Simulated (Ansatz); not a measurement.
The system is FeO (Wuestite).

```
CELL_PARAMETERS angstrom
0.00000 2.15540 2.15540
2.15540 0.00000 2.15540
2.15540 2.15540 0.00000
ATOMIC_POSITIONS crystal
Fe 0.00000 0.00000 0.00000
O 0.50000 0.50000 0.50000
```

- Program: Ansatz 0.2.0
- Task: relaxation of cell and atoms
- Functional: revPBE
- Dispersion: D4
- Potentials or basis: Ansatz PAW
- Cutoff: 420 eV (not typed: the program's choice for these potentials)
- k mesh: 11 × 11 × 11
- Occupations: fermi-dirac, width 0.05 eV
- Spin: collinear spin, ferromagnetic start
- Starting moments: [3.0, 0.0] μB

At the start: volume 10.01 Å³/atom.

Q: Where does the relaxation end?

A: It ends after 9 steps and the volume is 9.84 Å³/atom (-1.7 %); space group Fm-3m (No. 225, to 0.05 Å); moment 4.00 μB per cell.

Step by step:
| step | energy change (eV) | largest force (eV/Å) | volume (Å³) |
| --- | --- | --- | --- |
| 1 | 0.0000 | 0.0000 | 20.03 |
| 2 | -0.0076 | 0.0000 | 19.72 |
| 3 | -0.0076 | 0.0000 | 19.71 |
| 4 | -0.0079 | 0.0000 | 19.68 |
| 5 | -0.0079 | 0.0000 | 19.69 |
| 6 | -0.0079 | 0.0000 | 19.69 |
| 7 | -0.0068 | 0.0000 | 19.69 |
| 8 | -0.0068 | 0.0000 | 19.69 |
| 9 | -0.0068 | 0.0000 | 19.69 |

Final structure:
```yaml
crystal:
  lattice:
    - [0.00000, 2.14308, 2.14308]
    - [2.14308, 0.00000, 2.14308]
    - [2.14308, 2.14308, 0.00000]
  atoms:
    - { symbol: Fe, position: [0.00000, 0.00000, 0.00000] }
    - { symbol: O, position: [0.50000, 0.50000, 0.50000] }
```

Caveat: the plane-wave basis is chosen anew once the cell has moved, so the energies of steps on either side of that aren't comparable; the pressure holds a Pulay correction of +0.6 GPa for the finite cutoff; a cell with one magnetic atom can't hold antiferromagnetic order, which such compounds often take; the PAW data sets come from PBE, with cores solved anew for the run's functional, which leaves a small shift of forces and pressure.
